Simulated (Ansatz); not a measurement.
# SiNi2: properties at the relaxed cell

The task, for SiNi2: fit an equation of state.

Computed with Ansatz 0.2.0 (DFT PBEsol, scalar-relativistic, plane waves, PAW, unless a step's input says otherwise).

1 further run of the same task is left out (set aside as unsound or not needed).

### Step 1. Starting point

Symmetry: P6_3/mmc, No. 194, hexagonal system. The conventional cell has a = 3.868 Å, b = 3.868 Å, c = 4.917 Å, α = 90.00°, β = 90.00°, γ = 120.00°. Si (site symmetry -6m2) is surrounded by 11 Ni at 2.23 to 2.55 Å. Ni (site symmetry -3m) is surrounded by 8 Ni at 2.46 to 2.55 Å and 6 Si at 2.55 Å. Around Ni (site symmetry -6m2) lie 5 Si at 2.23 to 2.46 Å and 6 Ni at 2.55 Å.

As a file:

```
CELL_PARAMETERS angstrom
3.86846 0.00000 0.00000
-1.93423 3.35019 0.00000
0.00000 0.00000 4.91699
ATOMIC_POSITIONS crystal
Si 0.33333 0.66667 0.75000
Si 0.66667 0.33333 0.25000
Ni 0.00000 0.00000 0.00000
Ni 0.00000 0.00000 0.50000
Ni 0.33333 0.66667 0.25000
Ni 0.66667 0.33333 0.75000
```

This cell was relaxed beforehand with the same method: volume 10.62 Å³/atom, gap on the mesh none (metal).

### Step 2. Point at V/V0 = 0.97

input.yaml

```yaml
crystal:
  lattice:
    - [3.829385549, 0.0, 0.0]
    - [-1.9146927745, 3.3163451663, 0.0]
    - [0.0, 0.0, 4.8673152768]
  atoms:
    - { symbol: Si, position: [0.3333333333, 0.6666666667, 0.75] }
    - { symbol: Si, position: [0.6666666667, 0.3333333333, 0.25] }
    - { symbol: Ni, position: [0.0, 0.0, 0.0] }
    - { symbol: Ni, position: [0.0, 0.0, 0.5] }
    - { symbol: Ni, position: [0.3333333333, 0.6666666667, 0.25] }
    - { symbol: Ni, position: [0.6666666667, 0.3333333333, 0.75] }
basis:
  ecutwfc: 420
kpoints:
  mp_grid: { grid: [12, 12, 8] }
hamiltonian:
  xc: pbesol
scf:
  occupations: { method: gaussian, width: 0.1 }
output:
  forces: true
  stress: true
  eigenvalues: true
relax:
  adjacent_minimum: "off"
  f_tol: 0.01
  max_steps: 30
  cell: { stress_tol: 0.1, fix: [volume] }
```

Run with:

```bash
$ ansatz run input.yaml --threads 1 --pin off --max-ram 2560MiB --backend cpu --events-out ev --progress --plain --runs-dir out
```

### Step 3. Point at V/V0 = 1.03

input.yaml, as its differences from that of step 2:

```diff
@@ -2,5 +2,5 @@
   lattice:
-    - [3.829385549, 0.0, 0.0]
-    - [-1.9146927745, 3.3163451663, 0.0]
-    - [0.0, 0.0, 4.8673152768]
+    - [3.9067677217, 0.0, 0.0]
+    - [-1.9533838609, 3.3833600937, 0.0]
+    - [0.0, 0.0, 4.9656713778]
   atoms:
```

### Step 4. The cell scaled to 0.94 of its volume

input.yaml, as its differences from that of step 3:

```diff
@@ -2,5 +2,5 @@
   lattice:
-    - [3.9067677217, 0.0, 0.0]
-    - [-1.9533838609, 3.3833600937, 0.0]
-    - [0.0, 0.0, 4.9656713778]
+    - [3.7941412826, 0.0, 0.0]
+    - [-1.8970706413, 3.2858227363, 0.0]
+    - [0.0, 0.0, 4.8048163013]
   atoms:
```

### Step 5. Volume × 1.06

input.yaml, as its differences from that of step 4:

```diff
@@ -2,5 +2,5 @@
   lattice:
-    - [3.7941412826, 0.0, 0.0]
-    - [-1.8970706413, 3.2858227363, 0.0]
-    - [0.0, 0.0, 4.8048163013]
+    - [3.9392255318, 0.0, 0.0]
+    - [-1.9696127659, 3.4114693817, 0.0]
+    - [0.0, 0.0, 5.0264353976]
   atoms:
```

### Step 6. The cell scaled to 0.91 of its volume

input.yaml, as its differences from that of step 5:

```diff
@@ -2,5 +2,5 @@
   lattice:
-    - [3.9392255318, 0.0, 0.0]
-    - [-1.9696127659, 3.4114693817, 0.0]
-    - [0.0, 0.0, 5.0264353976]
+    - [3.757430242, 0.0, 0.0]
+    - [-1.878715121, 3.2540300425, 0.0]
+    - [0.0, 0.0, 4.7428072098]
   atoms:
```

### Step 7. Point at V/V0 = 1.10

input.yaml, as its differences from that of step 6:

```diff
@@ -2,5 +2,5 @@
   lattice:
-    - [3.757430242, 0.0, 0.0]
-    - [-1.878715121, 3.2540300425, 0.0]
-    - [0.0, 0.0, 4.7428072098]
+    - [3.9823024971, 0.0, 0.0]
+    - [-1.9911512486, 3.448775128, 0.0]
+    - [0.0, 0.0, 5.1038761233]
   atoms:
```

### Step 8. Point at V/V0 = 0.88

input.yaml, as its differences from that of step 7:

```diff
@@ -2,5 +2,5 @@
   lattice:
-    - [3.9823024971, 0.0, 0.0]
-    - [-1.9911512486, 3.448775128, 0.0]
-    - [0.0, 0.0, 5.1038761233]
+    - [3.7193783001, 0.0, 0.0]
+    - [-1.85968915, 3.2210760942, 0.0]
+    - [0.0, 0.0, 4.6807764314]
   atoms:
```

(Steps that only read results are left out.)

Before running it: what results should come out? Wanted: equilibrium volume of the fit; bulk modulus.

The runs gave:

```
                     quantity          value
equilibrium volume of the fit  10.62 Å³/atom
                 bulk modulus        225 GPa
      its pressure derivative            4.7
```

What this shows: The fit puts the minimum at 10.62 Å³/atom with B = 225 GPa and B' = 4.7. Spin polarisation is off in the runs that give these values; a magnetic solution could lie lower.
